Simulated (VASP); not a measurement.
# BN (P6_3/mmc) in VASP: settings compared

The runs below take BN through relaxation of cell and atoms, with PBEsol, PBE+D3(BJ).

Program: VASP 6.6.1. These are calculated values, not measurements. Logs are shortened: lines on timing, memory, paths and dates and some standing lists are left out, and cuts for length are marked.

## Step 1: The structure

It takes space group P6_3/mmc (No. 194, hexagonal). The conventional cell has a = 2.498 Å, b = 2.498 Å, c = 6.636 Å, α = 90.00°, β = 90.00°, γ = 120.00°. B (site symmetry -6m2) has 3 N at 1.44 Å as nearest neighbours. N (site symmetry -6m2) is surrounded by 3 B at 1.44 Å.

## Step 2: Relaxation of cell and atoms, PBEsol

Contents of INCAR:

```
  PREC = Accurate
  ENCUT = 600
  EDIFF = 1E-6
  ISMEAR = 0
  SIGMA = 0.03
  LREAL = F
  LASPH = T
  NELM = 80
  ALGO = Normal
  ISIF = 3
  LWAVE = F
  LCHARG = F
  GGA = PS
  IBRION = 2
  NSW = 90
  EDIFFG = -0.01
```

Contents of KPOINTS:

```
Automatic mesh
0
Gamma
  12 12 4
```

Contents of POSCAR:

```
BN
1.0
    2.4982400000      0.0000000000      0.0000000000
   -1.2491200000      2.1635393048      0.0000000000
    0.0000000000      0.0000000000      6.6357000000
B N
2 2
Direct
    0.3333333333      0.6666666667      0.2500000000
    0.6666666667      0.3333333333      0.7500000000
    0.3333333333      0.6666666667      0.7500000000
    0.6666666667      0.3333333333      0.2500000000
```

Potentials or basis: VASP PAW PBE potentials, release 64 (B, N).

Launch:

```console
$ cat potpaw_PBE.64/B/POTCAR potpaw_PBE.64/N/POTCAR > POTCAR
$ mpirun -np 1 vasp_std > vasp.out
```

OUTCAR:

```text
PREC = Accurate
   ENCUT = 600
   EDIFF = 1E-6
   ISMEAR = 0
   LREAL = F
   LASPH = T
   NELM = 80
   ISIF = 3
   GGA = PS
   IBRION = 2
   NSW = 90
   EDIFFG = -0.01

 ion  position               nearest neighbor table
   1  0.333  0.667  0.250-   4 1.44   4 1.44   4 1.44
   2  0.667  0.333  0.750-   3 1.44   3 1.44   3 1.44
   3  0.333  0.667  0.750-   2 1.44   2 1.44   2 1.44
   4  0.667  0.333  0.250-   1 1.44   1 1.44   1 1.44

  LATTYP: Found a hexagonal cell.
 ALAT       =     2.4982400000
 C/A-ratio  =     2.6561499296

  Lattice vectors:

 A1 = (   2.4982400000,   0.0000000000,   0.0000000000)
 A2 = (  -1.2491200000,   2.1635393048,   0.0000000000)
 A3 = (   0.0000000000,   0.0000000000,   6.6357000000)

Analysis of symmetry for initial positions (statically):
=====================================================================
 Subroutine PRICEL returns:
 Original cell was already a primitive cell.

 Routine SETGRP: Setting up the symmetry group for a
 hexagonal supercell.

 Subroutine GETGRP returns: Found 24 space group operations
 (whereof 12 operations were pure point group operations)
 out of a pool of 24 trial point group operations.

The static configuration has the point symmetry D_3d.
 The point group associated with its full space group is D_6h.

Analysis of symmetry for dynamics (positions and initial velocities):
=====================================================================
 Subroutine PRICEL returns:
 Original cell was already a primitive cell.

 Routine SETGRP: Setting up the symmetry group for a
 hexagonal supercell.

 Subroutine GETGRP returns: Found 24 space group operations
 (whereof 12 operations were pure point group operations)
 out of a pool of 24 trial point group operations.

The dynamic configuration has the point symmetry D_3d.
 The point group associated with its full space group is D_6h.

 Subroutine INISYM returns: Found 24 space group operations
 (whereof 12 operations are pure point group operations),
 and found     1 'primitive' translations

----------------------------------------------------------------------------------------

                                     Primitive cell

  volume of cell :      35.8662

  direct lattice vectors                    reciprocal lattice vectors
     2.498240000  0.000000000  0.000000000     0.400281798  0.231102804  0.000000000
    -1.249120000  2.163539305  0.000000000     0.000000000  0.462205608  0.000000000
     0.000000000  0.000000000  6.635700000     0.000000000  0.000000000  0.150700002

  length of vectors
     2.498240000  2.498240000  6.635700000     0.462205608  0.462205608  0.150700002

  position of ions in fractional coordinates (direct lattice)
     0.333333333  0.666666667  0.250000000
     0.666666667  0.333333333  0.750000000
     0.333333333  0.666666667  0.750000000
     0.666666667  0.333333333  0.250000000

  ion indices of the primitive-cell ions
   primitive index   ion index
                 1           1
                 2           2
                 3           3
                 4           4

----------------------------------------------------------------------------------------

 KPOINTS: Automatic mesh

Automatic generation of k-mesh.
 Grid dimensions read from file:
 generate k-points for:   12   12    4

 Generating k-lattice:

  Cartesian coordinates                     Fractional coordinates (reciprocal lattice)
     0.033356817  0.019258567  0.000000000     0.083333333 -0.000000000  0.000000000
     0.000000000  0.038517134  0.000000000     0.000000000  0.083333333  0.000000000
     0.000000000  0.000000000  0.037675000     0.000000000  0.000000000  0.250000000

  Length of vectors
     0.038517134  0.038517134  0.037675000

  Shift w.r.t. Gamma in fractional coordinates (k-lattice)
     0.000000000  0.000000000  0.000000000

 Subroutine IBZKPT returns following result:
 ===========================================

 Found     57 irreducible k-points:

 Following reciprocal coordinates:
            Coordinates               Weight
  0.000000  0.000000  0.000000      1.000000
  0.083333 -0.000000  0.000000      6.000000
  0.166667  0.000000  0.000000      6.000000
  0.250000  0.000000  0.000000      6.000000
  0.333333  0.000000  0.000000      6.000000
  0.416667  0.000000  0.000000      6.000000
[... 16 lines left out ...]
  0.250000  0.000000  0.250000     12.000000
  0.333333  0.000000  0.250000     12.000000
 [... further k-points ...]
   k-points           NKPTS =     57   k-points in BZ     NKDIM =     57   number of bands    NBANDS=     12
   number of dos      NEDOS =    301   number of ions     NIONS =      4
   total plane-waves  NPLWV =  21600
   dimension x,y,z NGX =    20 NGY =   20 NGZ =   54
   dimension x,y,z NGXF=    40 NGYF=   40 NGZF=  108
   ions per type =               2   2
   NGX,Y,Z   is equivalent  to a cutoff of  13.31, 13.31, 13.53 a.u.
   NGXF,Y,Z  is equivalent  to a cutoff of  26.62, 26.62, 27.06 a.u.
 SYSTEM =  unknown system
   PREC   = accura    normal or accurate (medium, high low for compatibility)
   ISTART =      0    job   : 0-new  1-cont  2-samecut
   ICHARG =      2    charge: 1-file 2-atom 10-const
   ISPIN  =      1    spin polarized calculation?
   LNONCOLLINEAR =      F non collinear calculations
   LSORBIT =      F    spin-orbit coupling
   LASPH  =      T    aspherical Exc in radial PAW
   ENCUT  =  600.0 eV  44.10 Ry    6.64 a.u.   4.99  4.99 13.25*2*pi/ulx,y,z
   NELM   =     80;   NELMIN=  2; NELMDL= -5     # of ELM steps
   EDIFF  = 0.1E-05   stopping-criterion for ELM
   LREAL  =      F    real-space projection
   EDIFFG = -.1E-01   stopping-criterion for IOM
   NSW    =     90    number of steps for IOM
   IBRION =      2    ionic relax: 0-MD 1-quasi-New 2-CG
   NFREE  =      1    steps in history (QN), initial steepest desc. (CG)
   ISIF   =      3    stress and relaxation
   ISYM   =      2    0-nonsym 1-usesym 2-fastsym
   POTIM  = 0.5000    time-step for ionic-motion
   TEBEG  =    0.0;   TEEND  =   0.0 temperature during run
   PSTRESS=    0.0 pullay stress
   NELECT =      16.0000    total number of electrons
   NUPDOWN=      -1.0000    fix difference up-down
   EMIN   =  10.00;   EMAX   =-10.00  energy-range for DOS
   EFERMI =   0.00;   METHOD = LEGACY
   ISMEAR =     0;   SIGMA  =   0.03  broadening in eV -4-tet -1-fermi 0-gaus
   EFERMI_NEDOS =   21; number of points for ismear=-14 and -15
   IALGO  =     38    algorithm
   IMIX   =      4    mixing-type and parameters
     AMIX     =   0.40;   BMIX     =  1.00
     AMIX_MAG =   1.60;   BMIX_MAG =  1.00
  volume/ion in A,a.u.               =       8.97        60.51
  Fermi-wavevector in a.u.,A,eV,Ry     =   1.250891  2.363842 21.289433  1.564729
  Thomas-Fermi vector in A             =   2.384864
   LORBIT       =      0    0 simple, 1 ext, 2 COOP (PROOUT), +10 PAW based schemes
   GGA     = PS    functional components
   LHFCALC =     F    Hartree Fock is set to
   AEXX    =    0.0000 exact exchange contribution
   IVDW    =     0    specifies the selected vdW correction
   LEPSILON=     F    determine dielectric tensor
   LRPA    =     F    only Hartree local field effects (RPA)
 conjugate gradient relaxation of ions
 non-spin polarized calculation
 Gauss-broadening in eV      SIGMA  =   0.03
  energy-cutoff  :      600.00
  volume of cell :       35.87
 maximum number of plane-waves:      1224
 NGX is ok and might be reduce to    20
   NGX =  9   NGY =  9   NGZ = 27

--------------------------------------- Ionic step        1  -------------------------------------------

 number of electron      15.9999998 magnetization

 Free energy of the ion-electron system (eV)
  ---------------------------------------------------
  ext. energy  EPLUGINS =         0.00000000
  ---------------------------------------------------
  free energy    TOTEN  =       -36.56981712 eV

  energy without entropy =      -36.56981712  energy(sigma->0) =      -36.56981712

------------------------ aborting loop because EDIFF is reached ----------------------------------------

  FORCE on cell =-STRESS in cart. coord.  units (eV):
  Direction    XX          YY          ZZ          XY          YZ          ZX
  --------------------------------------------------------------------------------------
  -------------------------------------------------------------------------------------
  Total        0.6899447      0.6899447      0.1558651      0.0000000     -0.0000000     -0.0000000
  in kB       30.8204642     30.8204642      6.9626390      0.0000000     -0.0000000     -0.0000000
  external PRESSURE =      22.8678558 kB  Pullay stress =       0.0000000 kB
[... 213 lines left out ...]
  energy  without entropy=      -36.5736024340  energy(sigma->0) =      -36.57360243

--------------------------------------- Ionic step        7  -------------------------------------------

 number of electron      16.0000000 magnetization

 Free energy of the ion-electron system (eV)
  ---------------------------------------------------
  ext. energy  EPLUGINS =         0.00000000
  ---------------------------------------------------
  free energy    TOTEN  =       -36.57445947 eV

  energy without entropy =      -36.57445947  energy(sigma->0) =      -36.57445947

 E-fermi :   2.0810     XC(G=0): -10.0702

 val. band max:        1.9161362748   @ k =   0.3333   0.3333   0.5000
 cond. band min:       6.1379191169   @ k =   0.5000   0.0000   0.0000
 fundamental gap:      4.2217828422
 Fermi energy:         2.0809617659

 k-point     1 :       0.0000    0.0000    0.0000
  band No.  band energies     occupation
      1     -15.8057      2.00000
      2     -15.5728      2.00000
      3      -4.2253      2.00000
      4      -2.3826      2.00000
      5       0.6082      2.00000
      6       0.6083      2.00000
      7       0.6347      2.00000
      8       0.6347      2.00000
      9       6.7817      0.00000
     10      11.6825      0.00000
     11      13.4243      0.00000
     12      13.4243      0.00000
[... 331 lines left out ...]
 k-point    24 :       0.3333    0.0000    0.2500
  band No.  band energies     occupation
      1     -13.7946      2.00000
      2     -13.6773      2.00000
      3      -4.9599      2.00000
      4      -4.9175      2.00000
      5      -1.6509      2.00000
      6      -1.6189      2.00000
      7      -1.2205      2.00000
      8      -0.1732      2.00000
      9       8.7169      0.00000
     10       9.1868      0.00000
     11      10.5940      0.00000
     12      12.0534      0.00000

 [... further k-points ...]
[... 5 lines left out ...]
  --------------------------------------------------------------------------------------
  -------------------------------------------------------------------------------------
  Total        0.0240274      0.0240274      0.0197396      0.0000000      0.0000000      0.0000000
  in kB        1.0310158      1.0310158      0.8470282      0.0000000      0.0000000      0.0000000
  external PRESSURE =       0.9696866 kB  Pullay stress =       0.0000000 kB
[... 19 lines left out ...]
  FREE ENERGIE OF THE ION-ELECTRON SYSTEM (eV)
  ---------------------------------------------------
  free  energy   TOTEN  =       -36.5744594745 eV

  energy  without entropy=      -36.5744594745  energy(sigma->0) =      -36.57445947

 reached required accuracy - stopping structural energy minimisation
```

It took 45 s on 1 thread of AMD EPYC 9R45 (Zen 5), shared host; peak memory 0.14 GiB.

Results:

* Free energy: -36.5745 eV
* Relaxed volume: 9.33 Å³/atom
* Relaxed cell: a = 2.505 Å, b = 2.505 Å, c = 6.871 Å, α = 90.00°, β = 90.00°, γ = 120.00°
* Space group after relaxing (to 0.05 Å): P6_3/mmc (No. 194)
* Energy gained by relaxing: 1.2 meV/atom
* Ionic steps: 7
* Pressure after relaxing: 0.1 GPa
* Band gap on the k mesh: 4.22 eV, indirect (least direct gap 4.59 eV)

The path:
```
step  energy change (eV)  largest force (eV/Å)  pressure (GPa)  volume (Å³)
   1              0.0000                0.0000            2.29        35.87
   2              0.0050                0.0000           -3.64        36.53
   3             -0.0020                0.0000            0.17        36.10
   4             -0.0023                0.0000            0.14        36.15
   5             -0.0029                0.0000            0.13        36.32
   6             -0.0038                0.0000            0.11        36.66
   7             -0.0046                0.0000            0.10        37.34
```

Final structure:
```
B N
1.0
     2.50495    0.00000    0.00000
    -1.25247    2.16935    0.00000
     0.00000    0.00000    6.87107
B N
2 2
Direct
  0.33333 0.66667 0.25000
  0.66667 0.33333 0.75000
  0.33333 0.66667 0.75000
  0.66667 0.33333 0.25000
```

Levels at points of the mesh, in eV from the valence-band top:
```tsv
k point	band 4	band 5	band 6	band 7	band 8	band 9	band 10	band 11	band 12
(0.00, 0.00, 0.00)	-4.30	-1.31	-1.31	-1.28	-1.28	4.87	9.77	11.51	11.51
(0.50, 0.00, 0.00)	-8.86	-4.13	-4.08	-1.36	-0.51	4.22	5.45	9.41	9.90
(0.00, 0.00, 0.50)	-5.32	-1.29	-1.29	-1.29	-1.29	7.08	7.08	11.56	11.56
(0.50, 0.00, 0.50)	-8.89	-4.11	-4.11	-0.92	-0.92	4.66	4.66	9.82	9.82
```

Caveat: the PAW data sets were made with another functional, which shifts forces and pressure a little; this functional lacks dispersion, which binds the layers, so the pressure and a relaxed spacing across them are unreliable.

## Step 3: Relaxation of cell and atoms, PBEsol

This run uses another cell than the first one, of 9.33 Å³/atom, 1.041 times its volume.

INCAR: that of step 2 with these lines changed.

```diff
@@ -2,3 +2,3 @@
   ENCUT = 600
-  EDIFF = 1E-6
+  EDIFF = 1E-7
   ISMEAR = 0
@@ -15,2 +15,2 @@
   NSW = 90
-  EDIFFG = -0.01
+  EDIFFG = -0.005
```

KPOINTS is that of step 2.

Contents of POSCAR:

```
BN                                      
1.0
    2.5049462938     -0.0000000000     -0.0000000000
   -1.2524731469      2.1693471256     -0.0000000000
   -0.0000000000      0.0000000000      6.8710655878
  B               N             
     2     2
Direct
     0.3333333332999970    0.6666666667000030    0.2500000000000000
     0.6666666667000030    0.3333333332999970    0.7500000000000000
     0.3333333332999970    0.6666666667000030    0.7500000000000000
     0.6666666667000030    0.3333333332999970    0.2500000000000000
```

Potentials or basis: VASP PAW PBE potentials, release 64 (B, N).

Launch:

```console
$ cat potpaw_PBE.64/B/POTCAR potpaw_PBE.64/N/POTCAR > POTCAR
$ mpirun -np 1 vasp_std > vasp.out
```

Wall time 13 s (1 thread of AMD EPYC 9R45 (Zen 5), shared host); peak memory 0.13 GiB.

Results (log left out):

```
Free energy             : -36.5770 eV
Pressure after relaxing : 0.1 GPa
Band gap on the k mesh  : 4.22 eV, indirect (least direct gap 4.59 eV)
```

Final structure:
```
B N
1.0
     2.50495    0.00000    0.00000
    -1.25247    2.16935    0.00000
     0.00000    0.00000    6.87107
B N
2 2
Cartesian
  0.0000 1.4462 1.7178
  1.2525 0.7231 5.1533
  0.0000 1.4462 5.1533
  1.2525 0.7231 1.7178
```

Levels at points of the mesh, in eV from the valence-band top:
| k point | band 6 | band 7 | band 8 | band 9 | band 10 | band 11 |
| --- | --- | --- | --- | --- | --- | --- |
| (0.00, 0.00, 0.00) | -1.31 | -1.28 | -1.28 | 4.87 | 9.77 | 11.51 |
| (0.50, 0.00, 0.00) | -4.08 | -1.36 | -0.51 | 4.22 | 5.45 | 9.41 |
| (0.00, 0.00, 0.50) | -1.29 | -1.29 | -1.29 | 7.08 | 7.08 | 11.56 |
| (0.50, 0.00, 0.50) | -4.11 | -0.92 | -0.92 | 4.66 | 4.66 | 9.82 |

Caveat: the relaxation stopped at its first step, so nothing moved; the PAW data sets were made with another functional, which shifts forces and pressure a little; this functional lacks dispersion, which binds the layers, so the pressure and a relaxed spacing across them are unreliable.

## Step 4: Relaxation of cell and atoms, PBE+D3(BJ)

Contents of INCAR:

```
SYSTEM = BN
PREC = Accurate ; ENCUT = 600
EDIFF = 1E-6 ; ISMEAR = 0
SIGMA = 0.03 ; LREAL = .False.
LASPH = .True. ; NELM = 80
ALGO = Normal ; ISIF = 3
LWAVE = .False. ; LCHARG = .False.
GGA = PE ; IVDW = 12
IBRION = 2 ; NSW = 90
EDIFFG = -0.01 ; KPAR = 4
```

Contents of KPOINTS:

```
regular mesh
0
Gamma
  12 12 4
  0 0 0
```

Contents of POSCAR:

```
BN
1.0
    2.4982400000      0.0000000000      0.0000000000
   -1.2491200000      2.1635393048      0.0000000000
    0.0000000000      0.0000000000      6.6357000000
B N
2 2
Direct
    0.3333333333      0.6666666667      0.2500000000
    0.6666666667      0.3333333333      0.7500000000
    0.3333333333      0.6666666667      0.7500000000
    0.6666666667      0.3333333333      0.2500000000
```

Launch:

```console
$ cat potpaw_PBE.64/B/POTCAR potpaw_PBE.64/N/POTCAR > POTCAR
$ mpirun -np 4 vasp_std > vasp.out
```

Wall time 27 s (4 MPI ranks of Intel Xeon 6975P-C (Granite Rapids), shared host); peak memory 0.18 GiB.

Results (log left out):

- Free energy: -35.7241 eV
- Relaxed volume: 8.95 Å³/atom
- Relaxed cell: a = 2.506 Å, b = 2.506 Å, c = 6.584 Å, α = 90.00°, β = 90.00°, γ = 120.00°
- Space group after relaxing (to 0.05 Å): P6_3/mmc (No. 194)
- Energy gained by relaxing: 0.7 meV/atom
- Ionic steps: 7
- Pressure after relaxing: 0.0 GPa
- Band gap on the k mesh: 4.26 eV, indirect (least direct gap 4.63 eV)
- Dispersion energy per atom: -0.142 eV

Stress tensor (GPa, compression positive):
```
 0.05  0.00  0.00
 0.00  0.05  0.00
 0.00  0.00 -0.11
```

The path:
```tsv
step	energy change (eV)	largest force (eV/Å)	pressure (GPa)	volume (Å³)
1	0.0000	0.0000	2.26	35.87
2	0.0069	0.0000	-4.50	36.53
3	-0.0026	0.0000	-0.12	36.09
4	-0.0026	0.0000	-0.09	36.09
5	-0.0027	0.0000	-0.07	36.06
6	-0.0028	0.0000	-0.05	35.98
7	-0.0030	0.0000	-0.01	35.82
```

Final structure:
```
CELL_PARAMETERS angstrom
2.50626 0.00000 0.00000
-1.25313 2.17049 0.00000
0.00000 0.00000 6.58425
ATOMIC_POSITIONS crystal
B 0.33333 0.66667 0.25000
B 0.66667 0.33333 0.75000
N 0.33333 0.66667 0.75000
N 0.66667 0.33333 0.25000
```

Levels at points of the mesh, in eV from the valence-band top:
```tsv
k point	band 5	band 6	band 7	band 8	band 9	band 10	band 11	band 12
(0.00, 0.00, 0.00)	-1.34	-1.34	-1.30	-1.30	5.31	10.40	11.52	11.52
(0.50, 0.00, 0.00)	-4.14	-4.07	-1.47	-0.41	4.26	5.67	9.51	9.92
(0.00, 0.00, 0.50)	-1.32	-1.32	-1.32	-1.32	7.72	7.72	11.58	11.58
(0.50, 0.00, 0.50)	-4.11	-4.11	-0.92	-0.92	4.73	4.73	9.89	9.89
```

A k mesh can miss the band edges.
